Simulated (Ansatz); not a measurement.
# linear Te chain: one chain at several levels of theory, part 3 of 3

How many channels does the linear Te chain carry, and how sure is the answer?

Ansatz 0.2.0; DFT PBE, plane waves, PAW; relaxation of a chain's period (the session's first sound run).

So far, conductance of the lead as this run defines it (G₀): step 3 (the wire at its relaxed period, level PBE, cutoff 420 eV) 3.00; step 5 (LDA, another cell) 3.00.

**7. The perfect wire, level r2SCAN, cutoff 500 eV**

This step: DFT r2SCAN, plane waves, PAW; channels and complex bands of a perfect chain (Ansatz 0.2.0).

The channels are counted again under r2SCAN, at the period that it gave. Its window is narrower, to save time.

Input file input.yaml:

```yaml
crystal:
  lattice:
    - [7.5, 0.0, 0.0]
    - [0.0, 7.5, 0.0]
    - [0.0, 0.0, 2.7390150837]
  atoms:
    - { symbol: Te, position: [0.5, 0.5, 0.0] }
kpoints:
  mp_grid: { grid: [1, 1, 30] }
  band_path: { path: ["Γ", Z], npoints: 60 }
scf:
  occupations: { method: fermi_dirac, width: 0.05 }
hamiltonian:
  xc: r2scan
output:
  transmission:
    e_range: [-0.7, 0.7]
    de: 0.035
    kmesh: [1, 1]
    reduced_basis: true
    leads: [[0, 0]]
  dos: { projected: true, e_range: [-6, 4] }
```

Run with:

```sh
$ ansatz run input.yaml --threads 4 --pin off --max-ram 8192MiB --backend cpu --events-out ev --progress --plain --runs-dir out
```

Numbers of over 12 decimals in the logs are rounded to 6 here.

The log of the run:

```text
[...]
Crystal: 1 atoms, lattice volume = 154.070 Å³
Basis set: ecut = 500 eV, 3865 PW (Γ), exchange–correlation on 240×240×80 points (64 copies of the dense FFT grid, shifted against one another)
Bands: 12, of which v1, the nominal top of the filled ones, is band 8 counted from 1 (7 counted from 0)
Symmetry: 16 space group operations
[...]
k-points: 16 of 30
[...]
k-point 15: bands = [... 4 lower, -39.8341, -10.6840, -7.9271, -1.5473, -1.5473, 4.2434, 4.2434, 6.8780]
--- Transmission ---
  basis      : 593 plane waves across, 4 finite elements along
  points     : 1, standing for a mesh of 1 x 1
[...]
crystal 0  : Te1, at the sites [0, 0], period 2.7390 Å: whole cells are its period
[...]
filled         : 77.2 meV under the level at which it is neutral
    channels       : 3.000000e0 a spin
[...]
[key lines of the parts left out:]
SCF converged after 6 iterations
Free energy (F): -6994.063711 eV
Fermi energy:    -2.388933 eV
```

Elapsed: 7.9 s, on 4 threads of Arm Neoverse V2, shared host; peak memory 0.72 GiB.

At the computed energy nearest the Fermi level there are 3 channels a spin, and the thermal average gives 3.00 G₀.

**8. Relaxation of atoms and period**

This step: DFT RPBE, plane waves, PAW; relaxation of a chain's period (Ansatz 0.2.0).

The relaxation is repeated under another functional. RPBE strengthens the exchange enhancement and tends to longer, weaker bonds than PBE.

Input file input.yaml:

```yaml
crystal:
  lattice:
    - [7.5, 0.0, 0.0]
    - [0.0, 7.5, 0.0]
    - [0.0, 0.0, 2.5668]
  atoms:
    - { symbol: Te, position: [0.5, 0.5, 0.0], spin: 0.3 }
magnetization:
  spin_polarized: true
kpoints:
  mp_grid: { grid: [1, 1, 32] }
scf:
  occupations: { method: fermi_dirac, width: 0.05 }
hamiltonian:
  xc: rpbe
relax:
  cell: { fix: [a, b, alpha, beta, gamma] }
  max_steps: 60
```

The log of the run:

```text
[...]
Crystal: 1 atoms, lattice volume = 144.383 Å³
Basis set: ecut = 420 eV, 2849 PW (Γ), exchange–correlation on 108×108×36 points (8 copies of the dense FFT grid, shifted against one another)
Bands: 13, of which v1, the nominal top of the filled ones, is band 8 counted from 1 (7 counted from 0)
Symmetry: 16 space group operations
[...]
0.168162       0.000000       0.000000
        0.000000       0.168162       0.000000
        0.000000       0.000000       0.012583
  P = ⅓ Tr σ = 0.1163 GPa (1.163 kbar)
--- Relaxed structure (4 steps of the walk, 4 accepted, 1 SCFs on fresh bases) ---
[...]
cell:  # Å, volume = 155.8846 Å³
    - [7.5, 0.0, 0.0]
    - [0.0, 7.5, 0.0]
    - [0.0, 0.0, 2.771282]
  atoms:
    - { symbol: Te, position: [0.5, 0.5, 0.0] }
[key lines of the parts left out:]
SCF converged after 9 iterations
Magnetization: -0.0000 μB (8.0000 up, 8.0000 down)
Free energy (F): -6988.341461 eV
Fermi energy:    -2.161495 eV
```

The job ended after 6.3 s (4 threads; peak memory 0.42 GiB; 23 s of CPU time).

Step by step:

| step | energy less that of the first step (eV) | largest force component (eV/Å) | pressure (GPa) | volume (Å³) |
| --- | --- | --- | --- | --- |
| 1 | 0.0000 | 0.0000 | 2.64 | 144.38 |
| 2 | -0.2061 | 0.0000 | 0.85 | 151.42 |
| 3 | -0.2314 | 0.0000 | 0.34 | 154.31 |
| 4 | -0.2346 | 0.0000 | 0.12 | 155.88 |
| 5* | -0.2350 | 0.0000 | 0.12 | 155.88 |

Relaxation steps marked * repeat the geometry before them on a plane-wave basis chosen anew for their cell, so energy and pressure can jump there.

| cell as run | before | after | change |
| --- | --- | --- | --- |
| c (Å) | 2.567 | 2.771 | +8.0 % |

The relaxed structure:

```xyz
1
Lattice="7.5000 0.0000 0.0000 0.0000 7.5000 0.0000 0.0000 0.0000 2.7713" Properties=species:S:1:pos:R:3
Te    3.7500    3.7500    0.0000
```

The cell's length comes to 2.771 Å, +0.7 % against the first run, with no moment.

The cell grew by 8.0 % in its periodic edges.

**9. Bands of the perfect wire, level RPBE, cutoff 420 eV**

This step: DFT RPBE, plane waves, PAW; channels and complex bands of a perfect chain (Ansatz 0.2.0).

The channels are counted again under RPBE, at the period that it gave.

Input file input.yaml:

```yaml
crystal:
  lattice:
    - [7.5, 0.0, 0.0]
    - [0.0, 7.5, 0.0]
    - [0.0, 0.0, 2.7712816456]
  atoms:
    - { symbol: Te, position: [0.5, 0.5, 0.0] }
kpoints:
  mp_grid: { grid: [1, 1, 29] }
  band_path: { path: ["Γ", Z], npoints: 60 }
scf:
  occupations: { method: fermi_dirac, width: 0.05 }
hamiltonian:
  xc: rpbe
output:
  transmission:
    e_range: [-2, 2]
    de: 0.035
    kmesh: [1, 1]
    reduced_basis: true
    leads: [[0, 0]]
  dos: { projected: true, e_range: [-6, 4] }
```

The log of the run:

```text
[...]
Crystal: 1 atoms, lattice volume = 155.885 Å³
Basis set: ecut = 420 eV, 3089 PW (Γ)
Bands: 12, of which v1, the nominal top of the filled ones, is band 8 counted from 1 (7 counted from 0)
Symmetry: 16 space group operations
[...]
k-points: 15 of 29
[...]
k-point 14: bands = [... 4 lower, -38.7817, -10.4388, -7.3005, -1.4827, -1.4827, 3.9744, 3.9744, 5.7893]
--- Transmission ---
  basis      : 497 plane waves across, 4 finite elements along
  points     : 1, standing for a mesh of 1 x 1
[...]
crystal 0  : Te1, at the sites [0, 0], period 2.7713 Å: whole cells are its period
[...]
filled         : 16.0 meV over the level at which it is neutral
    channels       : 3.000000e0 a spin
[...]
[key lines of the parts left out:]
SCF converged after 6 iterations
Free energy (F): -6988.347898 eV
Fermi energy:    -2.154875 eV
```

The job ended after 8.6 s (4 threads; peak memory 0.46 GiB; 29 s of CPU time).

Table of open channels of the lead, one spin by energy, zero at the Fermi level:

| energy (eV) | open channels of the lead, one spin |
| --- | --- |
| -2.000 | 3 |
| -1.895 | 3 |
| -1.790 | 3 |
| -1.685 | 3 |
| -1.615 | 3 |
| -1.510 | 3 |
| -1.405 | 3 |
| -1.300 | 3 |
| -1.195 | 3 |
| -1.090 | 3 |
| -0.985 | 3 |
| -0.915 | 3 |
| -0.810 | 3 |
| -0.705 | 3 |
| -0.600 | 3 |
| -0.495 | 3 |
| -0.390 | 3 |
| -0.285 | 3 |
| -0.215 | 3 |
| -0.110 | 3 |
| -0.005 | 3 |
| 0.100 | 3 |
| 0.205 | 3 |
| 0.310 | 3 |
| 0.415 | 3 |
| 0.485 | 3 |
| 0.590 | 3 |
| 0.695 | 1 |
| 0.800 | 1 |
| 0.905 | 1 |
| 1.010 | 1 |
| 1.115 | 1 |
| 1.185 | 1 |
| 1.290 | 1 |
| 1.395 | 1 |
| 1.500 | 1 |
| 1.605 | 1 |
| 1.710 | 1 |
| 1.815 | 1 |
| 1.885 | 1 |

At the computed energy nearest the Fermi level there are 3 channels a spin, and the thermal average gives 3.00 G₀.

**10. Side by side**

Times are for 4 threads of Arm Neoverse V2, shared host. The runs compared:

```
no.   level  conductance of the lead as this run defines it (G₀)   time  memory (GiB)
  1     PBE                                                3.000  8.2 s          0.46
  2     LDA                                                3.000  8.1 s          0.45
  3  r2SCAN                                                3.000  7.9 s          0.72
  4    RPBE                                                3.000  8.6 s          0.46
```

**11. The relaxed wire, cutoff 1120 eV**

This step: DFT PBE, plane waves, norm-conserving; relaxation of a chain's period (Ansatz 0.2.0).

The same functional on other atomic datasets tests how far the result hangs on the treatment of the cores. Against the first PBE run of this kind, the cutoff is 1120 eV against 420.

Input file input.yaml:

```yaml
crystal:
  lattice:
    - [7.5, 0.0, 0.0]
    - [0.0, 7.5, 0.0]
    - [0.0, 0.0, 2.5668]
  atoms:
    - { symbol: Te, position: [0.5, 0.5, 0.0], spin: 0.3 }
magnetization:
  spin_polarized: true
kpoints:
  mp_grid: { grid: [1, 1, 32] }
scf:
  occupations: { method: fermi_dirac, width: 0.05 }
hamiltonian:
  xc: pbe
  pseudopotentials: { kind: nc }
relax:
  cell: { fix: [a, b, alpha, beta, gamma] }
  max_steps: 60
```

The log of the run:

```text
[...]
Crystal: 1 atoms, lattice volume = 144.383 Å³
Basis set: ecut = 1120 eV, 12279 PW (Γ), exchange–correlation on 180×180×60 points (8 copies of the dense FFT grid, shifted against one another)
Bands: 13, of which v1, the nominal top of the filled ones, is band 8 counted from 1 (7 counted from 0)
Symmetry: 16 space group operations
[...]
0.161772       0.000000       0.000000
        0.000000       0.161772       0.000000
        0.000000       0.000000       0.038137
  P = ⅓ Tr σ = 0.1206 GPa (1.206 kbar)
--- Relaxed structure (4 steps of the walk, 4 accepted, 1 SCFs on fresh bases) ---
[...]
cell:  # Å, volume = 154.8181 Å³
    - [7.5, 0.0, 0.0]
    - [0.0, 7.5, 0.0]
    - [0.0, 0.0, 2.752321]
  atoms:
    - { symbol: Te, position: [0.5, 0.5, 0.0] }
[key lines of the parts left out:]
SCF converged after 5 iterations
Magnetization: -0.0000 μB (8.0000 up, 8.0000 down)
Free energy (F): -2962.843533 eV
Fermi energy:    -2.168789 eV
```

Wall time 23 s (4 threads); peak memory 0.86 GiB.

The cell's length comes to 2.752 Å, -0.0 % against the first run, with no moment.

**12. Relaxing the period**

This step: DFT PBE, plane waves, PAW; relaxation of a chain's period (Ansatz 0.2.0).

No moment formed, so a run without spin should agree; this checks it and saves time.

input.yaml, the sections that differ from step 11:

```yaml
crystal:
  lattice:
    - [7.5, 0.0, 0.0]
    - [0.0, 7.5, 0.0]
    - [0.0, 0.0, 2.5668]
  atoms:
    - { symbol: Te, position: [0.5, 0.5, 0.0] }
hamiltonian:
  xc: pbe
# kpoints, scf, relax: as in step 11
# magnetization: removed
```

The log of the run:

```text
[...]
Crystal: 1 atoms, lattice volume = 144.383 Å³
Basis set: ecut = 420 eV, 2849 PW (Γ), exchange–correlation on 108×108×36 points (8 copies of the dense FFT grid, shifted against one another)
Bands: 12, of which v1, the nominal top of the filled ones, is band 8 counted from 1 (7 counted from 0)
Symmetry: 16 space group operations
[...]
k-points: 17 of 32
[...]
--- Stress (GPa, compression-positive) ---
        0.161882       0.000000       0.000000
        0.000000       0.161882       0.000000
        0.000000       0.000000       0.027740
  P = ⅓ Tr σ = 0.1172 GPa (1.172 kbar)
--- Relaxed structure (4 steps of the walk, 4 accepted, 1 SCFs on fresh bases) ---
[...]
cell:  # Å, volume = 154.8294 Å³
    - [7.5, 0.0, 0.0]
    - [0.0, 7.5, 0.0]
    - [0.0, 0.0, 2.752523]
  atoms:
    - { symbol: Te, position: [0.5, 0.5, 0.0] }
[key lines of the parts left out:]
SCF converged after 6 iterations
Free energy (F): -6979.306796 eV
Fermi energy:    -2.186157 eV
```

Run time: 2.5 s. Hardware: 4 threads; peak memory 0.38 GiB.

The cell's length comes to 2.753 Å, -0.0 % against the first run, with spin left out.

**13. Side by side**

Times are for 4 threads of Arm Neoverse V2, shared host. The runs compared:

```csv
no.,level,cell length along the wire (Å),time,memory (GiB)
1,PBE,2.753,5.9 s,0.41
2,LDA,2.708,5.2 s,0.39
3,r2SCAN,2.739,20 s,0.73
4,RPBE,2.771,6.3 s,0.42
5,"PBE, NC files",2.752,23 s,0.86
6,"PBE, no spin",2.753,2.5 s,0.38
```

**14. Two-component spinors**

This step: DFT PBE, plane waves, fully relativistic PAW; channels of a perfect chain with spin-orbit coupling (Ansatz 0.2.0).

Spin-orbit coupling mixes the spins and splits bands that cross or touch without it, so it can open or close channels. Fully relativistic datasets take the place of the scalar ones. The window is narrow, since spinor matrices are twice as large.

Input file input.yaml:

```yaml
crystal:
  lattice:
    - [7.5, 0.0, 0.0]
    - [0.0, 7.5, 0.0]
    - [0.0, 0.0, 2.7525237818]
  atoms:
    - { symbol: Te, position: [0.5, 0.5, 0.0] }
kpoints:
  mp_grid: { grid: [1, 1, 30] }
  band_path: { path: ["Γ", Z], npoints: 60 }
scf:
  occupations: { method: fermi_dirac, width: 0.05 }
hamiltonian:
  xc: pbe
  pseudopotentials: { kind: paw_fr }
output:
  transmission:
    e_range: [-0.42, 0.42]
    de: 0.035
    kmesh: [1, 1]
    reduced_basis: false
    leads: [[0, 0]]
magnetization:
  noncollinear: true
  spin_orbit: true
```

The log of the run:

```text
[...]
non-collinear run that drives no moment, with spin-orbit: no starting moment large enough to seed its density (crystal.atoms[].spin), no starting occupations that ask for one, no magnetisation constraint and no magnetic field, so the semilocal B_xc is pinned to zero
Crystal: 1 atoms, lattice volume = 154.829 Å³
Basis set: ecut = 420 eV, 3089 PW (Γ)
Bands: 24, of which v1, the nominal top of the filled ones, is band 16 counted from 1 (15 counted from 0)
Symmetry: 16 space group operations + 16 with time reversal
[...]
k-points: 16 of 30
Projection manifold: j_resolved (fully-relativistic pseudo-atomic orbitals)
[...]
SCF iter   1: F=—  HF=-6982.056756 eV  |F-HF|=—  |Δ(HF+E_count)|=         —  Δρ=2.58e-3  dr2=1.14e-2  dr2_m=0.00e0 (ungated)  ethr=6.09e-5  |M|=0.00e0 ∫|m|=0.00e0 μB  |m|>n=0.0e0 m-floor=0.0e0 τ_xc=0.0e0  β_m=1.00  ⟨swp⟩=2.3  Hψ=1662  notcnv=0
[...]
spin=Noncollinear: LDOS preconditioning applied to the charge; magnetization (m_x, m_y, m_z) channels mix plain (no charge-response kernel on spin).
SCF iter   2: F=—  HF=-6982.054972 eV  |F-HF|=—  |Δ(HF+E_count)|=   1.78e-3  Δρ=5.45e-4  dr2=2.70e-4  dr2_m=0.00e0 (ungated)  ethr=6.09e-5  |M|=0.00e0 ∫|m|=0.00e0 μB  |m|>n=0.0e0 m-floor=0.0e0 τ_xc=0.0e0  β_m=1.00  ⟨swp⟩=2.2  Hψ=318  notcnv=0
[...]
SCF iter   5: F=-6982.055164 eV  HF=-6982.055164 eV  |F-HF|=8.17e-8  |Δ(HF+E_count)|=   4.10e-8  Δρ=8.79e-6  dr2=9.93e-8  dr2_m=0.00e0 (ungated)  ethr=6.25e-10  |M|=0.00e0 ∫|m|=0.00e0 μB  |m|>n=0.0e0 m-floor=0.0e0 τ_xc=0.0e0  ⟨swp⟩=4.6  Hψ=889  notcnv=0
SCF 1 converged in 5 iterations: F = -6982.055164 eV  dr2 = 9.93e-8
[...]
transmission: 4 of 4 steps passed
SCF converged after 5 iterations
Magnetization: |M| = 0.0000 μB,  M = (+0.0000, +0.0000, +0.0000) μB
Absolute magnetization: 0.0000 μB (∫|m|)
  site 0: m = (+0.0000, +0.0000, +0.0000) μB, |m| = 0.0000 μB  (R = 1.14 Å)
Free energy (F): -6982.055164 eV
[...]
Internal energy: -6982.046596 eV  (E = F + TS)
E sigma→0 (E₀):  -6982.050880 eV
Entropy (-TS):   -0.008568 eV (-8.568 meV/atom)
Fermi energy:    -2.202312 eV
[...]
--- Band table (eV; the first three rows and the last of 16) ---
  k-point 0: bands = [... 12 lower, -4.8531, -4.8531, -4.3617, -4.3617, 1.3468, 1.3468, 2.8233, 2.8233, ... 4 higher]
  k-point 1: bands = [... 12 lower, -4.8317, -4.8317, -4.3395, -4.3395, 1.3678, 1.3678, 2.8448, 2.8448, ... 4 higher]
  k-point 2: bands = [... 12 lower, -4.7676, -4.7676, -4.2731, -4.2731, 1.4303, 1.4303, 2.9095, 2.9095, ... 4 higher]
  k-point 15: bands = [... 12 lower, -7.4409, -7.4409, -1.7376, -1.7376, -1.1207, -1.1207, 3.9127, 3.9127, ... 4 higher]
--- Transmission ---
  basis      : 497 plane waves across, 4 finite elements along
  points     : 1, standing for a mesh of 1 x 1
[...]
crystal 0  : Te1, at the sites [0, 0], period 2.7525 Å: whole cells are its period
[...]
filled         : 47.5 meV under the level at which it is neutral
    channels       : 6.000000e0 of both spins
[...]
```

Wall time 3.6 min (4 threads); peak memory 4 GiB.

Numbers from this step:

| Item | Value |
| --- | --- |
| energy at zero smearing | -6982.0509 eV |
| channels at the energy nearest the Fermi level, both spins | 6 |

The open channels of the lead, both spins stays at 6 for energy from -0.42 to 0.42 eV.

The slowest values at each energy, most degenerate partners merged, listed up to 1.5 1/Å. Im kz of the slowest decaying states against energy, zero at the Fermi level:

```
energy (eV)  decay 1 (Å⁻¹)  decay 2 (Å⁻¹)  decay 3 (Å⁻¹)  decay 4 (Å⁻¹)
     -0.420           1.03           1.21           1.34           1.36
     -0.350           1.02           1.20           1.33           1.35
     -0.315           1.02           1.20           1.33           1.35
     -0.245           1.01           1.19           1.32           1.34
     -0.175           1.00           1.18           1.32           1.34
     -0.105          0.991           1.17           1.31           1.33
     -0.070          0.986           1.17           1.30           1.33
      0.000          0.977           1.16           1.30           1.32
      0.070          0.967           1.15           1.29           1.31
      0.105          0.962           1.15           1.29           1.31
      0.175          0.952           1.14           1.28           1.30
      0.245          0.942           1.13           1.27           1.30
      0.315          0.932           1.12           1.26           1.29
      0.350          0.927           1.12           1.26           1.29
      0.420          0.917           1.11           1.25           1.28
```

Electronic bands along the path, in eV, zero at the Fermi level:

| point | band 13 | band 14 | band 15 | band 16 | band 17 | band 18 | band 19 | band 20 |
| --- | --- | --- | --- | --- | --- | --- | --- | --- |
| Γ | -2.65 | -2.65 | -2.16 | -2.16 | 3.55 | 3.55 | 5.03 | 5.03 |
| halfway | -1.55 | -1.55 | -0.97 | -0.97 | 0.33 | 0.33 | 4.78 | 4.78 |
| Z | -5.24 | -5.24 | 0.46 | 0.46 | 1.08 | 1.08 | 6.12 | 6.12 |

At the computed energy nearest the Fermi level there are 6 spinor channels, and the thermal average gives 3.00 G₀.

**15. What came out**

```
cell length, PBE                      : 2.753 Å
cell length, LDA                      : 2.708 Å
cell length, r2SCAN                   : 2.739 Å
cell length, RPBE                     : 2.771 Å
cell length, PBE, NC files            : 2.752 Å
cell length, PBE, no spin             : 2.753 Å
conductance, PBE                      : 3.00 G₀
conductance, LDA                      : 3.00 G₀
conductance, r2SCAN                   : 3.00 G₀
conductance, RPBE                     : 3.00 G₀
conductance, with spin-orbit coupling : 3.00 G₀
```

**Reading.** Under PBE the cell's length is 2.75 Å, no moment survives, and it is a metal with 3 channels a spin next to the Fermi level, 3.00 G₀ at 300 K. The cell's length spans 2.4 % over the functionals, shortest under LDA and longest under RPBE. A perfect wire passes every open channel, so the conductance counts half a G₀ for each forward-moving state at the Fermi level, spin by spin. Transport is coherent and elastic here: the atoms are frozen, so scattering by vibrations plays no part. The lead's cell of one atom keeps the chain straight and evenly spaced; a zigzag or dimerised form may lie lower.

[Logs are printed without paths, hosts, clocks, repeated set-up lines and the standing remarks that a program may print on its own settings, such as how far it seeks lower states.]

[Hosts, paths, dates, database ids (printed as entryN), source tags and the programs' standing remarks are cut or masked in the printed files.]
